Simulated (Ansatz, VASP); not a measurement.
**Two plane-wave programs on HfSi3**

```xyz
4
Lattice="3.0962 0.0000 0.0000 0.0000 4.2292 0.0000 0.0000 0.0000 5.5495" Properties=species:S:1:pos:R:3 pbc="T T T"
Hf    1.5481    2.1146    0.0000
Si    1.5481    0.0000    0.0000
Si    1.5481    3.4257    2.7747
Si    1.5481    0.8035    2.7747
```

Alike in both runs: task single point; functional PBE; k mesh 6 × 4 × 4; occupations gaussian, width 0.1 eV; no spin polarisation.

```csv
,VASP,Ansatz
version,VASP 6.6.1,Ansatz 0.2.0
potentials or method,"VASP PAW PBE potentials, release 64 (Hf_pv, Si)","scalar-relativistic, plane waves, PAW"
plane-wave cutoff (eV),520,420
valence electrons in the cell,22,38
```

Ansatz gave:

| Quantity | Value |
| --- | --- |
| gap on the k mesh at the Fermi level (eV) | none |
| rms of the force components (eV/Å) | 12.493 |

Question: Estimate VASP's values.

Answer: gap on the k mesh at the Fermi level (eV): none; rms of the force components (eV/Å): 12.379.

Atom by atom the forces differ by 0.113 eV/Å (rms over components). A gap of «none» marks a metal or a gap that the smearing closes. With one functional, cell and mesh, what is left measures potentials, basis and numerics. The two sets of potentials don't hold the same shells in valence.

Caveats: the k mesh is coarse (spacing up to 0.37 Å⁻¹), so the values aren't converged; forces of over 1 eV/Å show positions far from the minimum, so gaps and moduli don't describe the material at rest. The runs have no spin-orbit coupling, so splittings on Hf are missing.
